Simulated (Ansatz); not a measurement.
# MoS2: the cost of one run

Computed with Ansatz 0.2.0 (DFT PBE with spin–orbit coupling, plane waves, PAW (the target; the first runs use scalar-relativistic PBE), unless a step's input says otherwise).

1 further run of the same task is left out (it didn't finish). Runs told in other sessions of the task aren't counted.

## 1. The starting structure

The structure is hexagonal, space group P6_3/mmc (No. 194). The conventional cell has a = 3.172 Å, b = 3.172 Å, c = 12.336 Å, α = 90.00°, β = 90.00°, γ = 120.00°. Mo (site symmetry -6m2) has 6 S at 2.37 Å in its first shell of neighbours. Around S (site symmetry 3m) lie 3 Mo at 2.37 Å.

Coordinates:

```xyz
6
Lattice="3.1715 0.0000 0.0000 -1.5858 2.7466 0.0000 0.0000 0.0000 12.3358" Properties=species:S:1:pos:R:3 pbc="T T T"
Mo    0.0000    1.8311    3.0840
Mo    1.5858    0.9155    9.2519
S     0.0000    1.8311    7.7407
S     1.5858    0.9155    1.5728
S     0.0000    1.8311   10.7630
S     1.5858    0.9155    4.5951
```

The moments start at Mo 2.00 μB.

## 2. Full relaxation (PBE, 8×8×2 mesh)

The input, input.yaml:

```yaml
crystal:
  lattice:
    - [3.1715033452, 0.0, 0.0]
    - [-1.5857516726, 2.7466024651, 0.0]
    - [0.0, 0.0, 12.3358474761]
  atoms:
    - { symbol: Mo, position: [0.3333333333, 0.6666666667, 0.25], spin: 2.0 }
    - { symbol: Mo, position: [0.6666666667, 0.3333333333, 0.75], spin: 2.0 }
    - { symbol: S, position: [0.3333333333, 0.6666666667, 0.6275] }
    - { symbol: S, position: [0.6666666667, 0.3333333333, 0.1275] }
    - { symbol: S, position: [0.3333333333, 0.6666666667, 0.8725] }
    - { symbol: S, position: [0.6666666667, 0.3333333333, 0.3725] }
basis:
  ecutwfc: 420
  ecutrho_ratio: 4
kpoints:
  mp_grid: { grid: [8, 8, 2] }
hamiltonian:
  xc: pbe
scf:
  occupations: { method: gaussian, width: 0.05 }
output:
  forces: true
  stress: true
  eigenvalues: true
  populations: true
magnetization:
  spin_polarized: true
relax:
  f_tol: 0.03
  max_steps: 60
  cell: { stress_tol: 0.3 }
```

Run with:

```
> ansatz run input.yaml --threads 4 --pin off --max-ram 7168MiB --backend cpu --events-out ev --progress --plain --runs-dir out
```

Q: Estimate wall time and peak memory on 4 threads of Arm Neoverse V1, shared host.

About 21 s, with a peak of 0.54 GiB.
